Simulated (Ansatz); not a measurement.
# ZrSi2P4 bilayer (AA') in a perpendicular field, part 2 of 2

Wanted: the out-of-plane response of the ZrSi2P4 bilayer (AA'). A positive field points along +c.

Ansatz 0.2.0; plane-wave DFT, r2SCAN-D4, Ansatz PAW.

So far. Step 7 (Single point, field 0.2 V/Å): The dipole is 0.294 e·Å, and the gap 0.194 eV. Step 8 (Atoms held, field 0.3 V/Å): The dipole is 0.442 e·Å, and the gap 0.148 eV.

**9. Response, atoms held**

This step: plane-wave DFT, r2SCAN-D4, Ansatz PAW; response to a field along the normal, atoms held (Ansatz 0.2.0).

The dipoles give the slope, and the difference of two potentials shows where the field is screened.

This step gave:

```yaml
equivalent_conductor_thickness_p_eps_0ae: 23.35 Å
distance_between_the_outer_atoms: 22.15 Å
```

Dipole of the cell against applied field:

```
applied field (V/Å)  dipole of the cell (e·Å)
             -0.050                   -0.0734
              0.000                   -9.1e-7
              0.050                    0.0734
              0.100                     0.147
              0.200                     0.294
              0.300                     0.442
```

Local field over the applied field, running mean. From the potentials at -0.05 and 0.05 V/Å; running mean over 2.5 Å. The local field over applied field by z:

```
z (Å)  local field over applied field
    6                           0.962
    8                           0.445
   10                          0.0831
   12                          0.0475
   14                          0.0233
   16                          0.0295
   18                          0.0387
   20                           0.144
   22                          0.0418
   24                          0.0328
   26                          0.0253
   28                          0.0415
   30                          0.0832
   32                           0.392
   34                           0.949
```

The induced electron density oscillates, so the rows of the table below give means over windows of 2 Å about each position, cut where the curve ends. Its first 14 maxima inside the range that stand out by 2 % of the span (Å: e/Å³ per V/Å): 7.9: 0.00351, 9.2: 0.00101, 11.0: 7.0e-4, 12.2: 0.00102, 14.3: 8.1e-4, 15.8: -8.6e-5, 17.4: 7.5e-4, 18.6: -2.8e-4, 20.7: 0.00106, 21.9: 4.3e-4, 23.7: 4.2e-4, 24.9: 4.0e-4, 27.0: 0.00117, 28.5: -2.6e-4. Its first 14 minima: 8.8: 6.3e-4, 10.0: -0.00163, 11.6: 2.6e-4, 13.1: -0.00117, 15.3: -4.0e-4, 16.5: -4.2e-4, 18.2: -4.3e-4, 19.4: -0.00106, 21.5: 2.8e-4, 22.8: -7.5e-4, 24.4: 8.6e-5, 25.8: -8.1e-4, 28.0: -0.00101, 29.2: -7.0e-4.

Electrons, planar mean, per unit field. Table of induced electron density by z; means over each step:

```
z (Å)  induced electron density (e/Å³ per V/Å)
    6                                   3.3e-4
    8                                  0.00222
   10                                  -1.6e-4
   12                                   3.9e-4
   14                                   2.5e-5
   16                                  -2.4e-4
   18                                  -4.7e-6
   20                                  -6.1e-5
   22                                   1.0e-4
   24                                   1.8e-4
   26                                  -8.1e-5
   28                                  -2.6e-4
   30                                   1.8e-4
   32                                 -0.00217
   34                                  -4.4e-4
```

The smaller of the gaps on the path and on the k-mesh, counted as 0 under 0.03 eV. The gap by applied field:

```
applied field (V/Å)  gap (eV)
             -0.050     0.279
              0.000     0.301
              0.050     0.279
              0.100     0.250
              0.200     0.194
              0.300     0.148
```

By hand: between -0.05 and 0.05 V/Å the dipole changes by 0.1468 e·Å, a slope of 1.468 e·Å²/V. A perfect conductor of thickness t has p = ε₀AEt, so t = 180.95 × 1.468 / 11.380 = 23.34 Å (e/ε₀ = 180.95 V·Å, A in Å²).

The induced dipole is that of a conductor 23.35 Å thick.

**10. Varying the input**

This step: plane-wave DFT, r2SCAN-D4, Ansatz PAW (Ansatz 0.2.0).

A run with a changed input: it repeats the earlier run at 0.05 V/Å with kpoints.mp_grid.shift to [0.5, 0.5, 0.0] and accuracy to low.

input.yaml reads:

```yaml
crystal:
  lattice:
    - [3.6249367123, 0.0, 0.0]
    - [-1.8124683561, 3.1392872799, 0.0]
    - [0.0, 0.0, 40.1483147948]
  atoms:
    - { symbol: P, position: [0.0, 0.0, 0.2241688112] }
    - { symbol: Si, position: [0.3333333333, 0.6666666667, 0.2478465389] }
    - { symbol: P, position: [0.3333333333, 0.6666666667, 0.3033804227] }
    - { symbol: Zr, position: [0.0, 0.0, 0.3418076416] }
    - { symbol: P, position: [0.3333333333, 0.6666666667, 0.3801903804] }
    - { symbol: Si, position: [0.3333333333, 0.6666666667, 0.435684018] }
    - { symbol: P, position: [0.0, 0.0, 0.4593254411] }
    - { symbol: P, position: [0.3333333333, 0.6666666667, 0.5406745589] }
    - { symbol: Si, position: [0.0, 0.0, 0.564315982] }
    - { symbol: P, position: [0.0, 0.0, 0.6198096196] }
    - { symbol: Zr, position: [0.3333333333, 0.6666666667, 0.6581923584] }
    - { symbol: P, position: [0.0, 0.0, 0.6966195773] }
    - { symbol: Si, position: [0.0, 0.0, 0.7521534611] }
    - { symbol: P, position: [0.3333333333, 0.6666666667, 0.7758311888] }
kpoints:
  mp_grid: { grid: [18, 18, 1], shift: [0.5, 0.5, 0.0] }
  band_path:
    path: [[0, 0, 0], [0.5, 0, 0], [0.33333333, 0.33333333, 0], [0, 0, 0]]
    npoints: 16
hamiltonian:
  xc: r2scan
  dispersion: d4
scf:
  occupations: { method: fermi_dirac, width: 0.05 }
  convergence: { dr2_threshold: 1.0e-10 }
efield:
  axis: 3
  dipole_correction: true
  ramp_position: 0.97
  ramp_width: 0.06
  amplitude: 0.05
output:
  write_potential: true
  write_density: true
  volumetric_format: npy
accuracy: low
```

Launch:

```
ansatz run input.yaml --threads 8 --pin off --max-ram 12288MiB --backend cpu --events-out ev --progress --plain --runs-dir out
```

The job ended after 2.1 min (8 threads of Arm Neoverse V2, shared host; peak memory 3.9 GiB; 17 min of CPU time).

```
                               quantity  this run  earlier run  difference
          dipole along the normal (e·Å)   0.07323      0.07340     -1.7e-4
                gap along the path (eV)    0.2769       0.2792     -0.0023
smallest direct gap along the path (eV)    0.2901       0.2923     -0.0022
```

Nothing in the table moves by 0.01 in its unit (for the dipole 0.5 % and 5e-5 e·Å). The run took 20 SCF cycles against 18.

The change did no harm here.

**11. A changed input: scf.algorithm = "density_mixing"**

Another changed input: it repeats the earlier run at 0.05 V/Å with scf.algorithm to density_mixing.

input.yaml: that of step 10 with these lines changed.

```diff
@@ -21,3 +21,3 @@
 kpoints:
-  mp_grid: { grid: [18, 18, 1], shift: [0.5, 0.5, 0.0] }
+  mp_grid: { grid: [18, 18, 1] }
   band_path:
@@ -31,2 +31,3 @@
   convergence: { dr2_threshold: 1.0e-10 }
+  algorithm: density_mixing
 efield:
@@ -41,2 +42 @@
   volumetric_format: npy
-accuracy: low
```

Elapsed: 56 s, on 8 threads; peak memory 3.1 GiB.

This step gave:

```
energy at zero smearing            : -17027.3404 eV
dipole along the normal            : 0.07340 e·Å
gap along the path                 : 0.2792 eV
smallest direct gap along the path : 0.2923 eV
gap, the smaller of path and mesh  : 0.2792 eV
```

Electronic bands along the path, in eV, zero at the Fermi level of the run, which the smearing sets inside the gap:

```
  point  band 37  band 38  band 39  band 40  band 41  band 42  band 43  band 44
      Γ    -0.19    -0.19    -0.16    -0.16     0.90     1.14     2.52     2.65
halfway    -0.97    -0.77    -0.75    -0.74     0.59     0.63     1.96     2.09
      M    -1.35    -1.21    -0.20    -0.17     0.12     0.16     1.43     1.48
halfway    -1.19    -1.07    -0.78    -0.64     0.84     0.87     2.63     2.83
      K    -1.24    -1.20    -0.46    -0.42     1.45     1.51     2.38     2.59
halfway    -0.93    -0.90    -0.86    -0.73     0.64     0.68     2.83     2.90
      Γ    -0.19    -0.19    -0.16    -0.16     0.90     1.14     2.52     2.65
```

```
                               quantity  this run  earlier run  difference
          dipole along the normal (e·Å)   0.07340      0.07340           0
                gap along the path (eV)    0.2792       0.2792           0
smallest direct gap along the path (eV)    0.2923       0.2923           0
```

Nothing in the table moves by 0.01 in its unit (for the dipole 0.5 % and 5e-5 e·Å).

**12. Outcome**

* gap without field: 0.301 eV
* ionisation energy, upper face: 5.96 eV
* electron affinity, upper face: 5.66 eV
* equivalent conductor thickness, atoms held: 23.4 Å

What this shows: The induced dipole equals that of a perfect conductor 23.35 Å thick, while the outer atoms lie 22.15 Å apart; an out-of-plane ε follows only once a thickness t is chosen, by 1 − 1/ε = 23.35 Å / t. The gap goes from 0.30 eV to 0.15 eV at 0.3 V/Å. Semilocal functionals give gaps that are too small, and excitons are not included. Spin-orbit coupling is left out. The outer anions sit over the metal atoms, one of several polytypes of such layers and not the lowest for every compound.

[Logs are printed without paths, hosts, clocks, repeated set-up lines and the standing remarks that a program may print on its own settings, such as how far it seeks lower states.]

[Hosts, paths, dates, database ids (printed as entryN), source tags and the programs' standing remarks are cut or masked in the printed files.]

[Maps of the electrostatic potential energy from Ansatz leave out the sawtooth potential of an applied field or a dipole correction, so their vacuum need not be flat; planar profiles and work functions include it.]
